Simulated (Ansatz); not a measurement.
A run of Ansatz 0.2.0 is set up as follows.

Contents of input:

```
crystal:
  lattice:
    - [3.3121157418, 0.0, 0.0]
    - [-1.6560578709, 2.8683763727, 0.0]
    - [0.0, 0.0, 4.187563]
  atoms:
    - { symbol: Al, position: [0.6666666667, 0.3333333333, 0.25] }
    - { symbol: Al, position: [0.3333333333, 0.6666666667, 0.75] }
    - { symbol: "N", position: [0.6666666667, 0.3333333333, 0.75] }
    - { symbol: "N", position: [0.3333333333, 0.6666666667, 0.25] }
hamiltonian:
  xc: { exchange: pbe, correlation: pbe, exx: { coeff: 0.5, omega: 0.2 } }
  pseudopotentials: { kind: paw }
kpoints:
  mp_grid: { grid: [5, 5, 4] }
scf:
  occupations: { method: fermi_dirac, width: 0.05 }
output:
  forces: true
  stress: true
  eigenvalues: true
  write_density: true
  write_potential: true
  elf: true
  volumetric_format: npy
```

Question: Estimate the pressure.

Answer: -11.4 GPa.

Question: Estimate the band gap on the k mesh.

Answer: 5.91 eV, direct.

Stress tensor (GPa, compression positive):
```
-11.32   0.00   0.00
  0.00 -11.32   0.00
  0.00   0.00 -11.51
```

Caveat: the k mesh is coarse (spacing up to 0.44 Å⁻¹), so the values aren't converged, least of all with exact exchange; odd divisions of the mesh miss points on the zone boundary, where band edges often lie, so the gap on the mesh can be too wide; the PAW data sets come from PBE, with cores solved anew for the run's functional, which leaves a small shift of forces and pressure; the thresholds are loose for stress.
